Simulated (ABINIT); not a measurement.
The system is MgS (Niningerite).

```
CELL_PARAMETERS angstrom
0.00000 2.60165 2.60165
2.60165 0.00000 2.60165
2.60165 2.60165 0.00000
ATOMIC_POSITIONS crystal
S 0.50000 0.50000 0.50000
Mg 0.00000 0.00000 0.00000
```

Base run:

- Program: ABINIT 10.8.3 (patched build)
- Functional: LDA
- Potentials or basis: PseudoDojo NC SR LDA v0.4.1 standard
- Cutoff: 1088 eV
- k mesh: 7 × 7 × 7
- Occupations: fermi-dirac, width 0.05 eV
- Spin: no spin polarisation

Its results: band gap on the k mesh 2.78 eV, indirect (least direct gap 3.48 eV); pressure -3.3 GPa.

Question: The run is repeated on the same cell with these changes: functional from LDA to PBE; potentials or basis from PseudoDojo NC SR LDA v0.4.1 standard to PseudoDojo NC SR PBE v0.4.1 standard. What comes out?

Answer: Band gap on the k mesh 3.00 eV, indirect (least direct gap 3.71 eV); pressure 1.1 GPa.

Caveats: an odd mesh through Γ misses points on the zone boundary, where band edges often lie.
